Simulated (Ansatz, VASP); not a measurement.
One calculation of Si, two programs

INCAR

```
PREC = Accurate
ENCUT = 520
EDIFF = 1E-7
ISMEAR = 0
SIGMA = 0.1
LREAL = False
LASPH = True
NELM = 100
ALGO = Normal
ISIF = 2
LWAVE = False
LCHARG = False
GGA = PE
NBANDS = 11
```

The input KPOINTS:

```
regular mesh
0
Gamma
  6 6 4
```

POSCAR

```
Si
1.0
    4.1306243800      0.0000000000      0.0000000000
   -2.0653121900      3.5772256500      0.0000000000
    0.0000000000      0.0000000000      4.2509740800
Si
2
Direct
    0.0000000000      0.0000000000      0.2542152500
    0.0000000000      0.0000000000      0.7457847500
```

Input for Ansatz:

```yaml
crystal:
  lattice:
    - [4.13062438, 0.0, 0.0]
    - [-2.06531219, 3.57722565, 0.0]
    - [0.0, 0.0, 4.25097408]
  atoms:
    - { symbol: Si, position: [0.0, 0.0, 0.25421525] }
    - { symbol: Si, position: [0.0, 0.0, 0.74578475] }
basis:
  ecutwfc: 420
kpoints:
  mp_grid: { grid: [6, 6, 4] }
hamiltonian:
  xc: pbe
scf:
  occupations: { method: gaussian, width: 0.1 }
  lower_state_search: "off"
output:
  forces: true
  stress: true
  eigenvalues: true
```

Alike in both runs: task single point; functional PBE; k mesh 6 × 6 × 4; occupations gaussian, width 0.1 eV; no spin polarisation.

|  | VASP | Ansatz |
| --- | --- | --- |
| version | VASP 6.6.1 | Ansatz 0.2.0 |
| potentials or method | VASP PAW PBE potentials, release 64 (Si) | scalar-relativistic, plane waves, PAW |
| plane-wave cutoff (eV) | 520 | 420 |
| valence electrons in the cell | 8 | 8 |

VASP gave:

| Quantity | Value |
| --- | --- |
| gap on the k mesh at the Fermi level (eV) | none |
| pressure (GPa) | 3.8 |
| largest component of the traceless stress (GPa) | 14.69 |
| rms of the force components (eV/Å) | 0.555 |

Question: Which values does Ansatz return?

Answer: gap on the k mesh at the Fermi level (eV): none; pressure (GPa): 3.8; largest component of the traceless stress (GPa): 14.79; rms of the force components (eV/Å): 0.557.

Atom by atom the forces differ by 0.003 eV/Å (rms over components). A gap of «none» marks a metal or a gap that the smearing closes. With one functional, cell and mesh, what is left measures potentials, basis and numerics.

Caveats: the k mesh is coarse (spacing up to 0.37 Å⁻¹), so the values aren't converged.
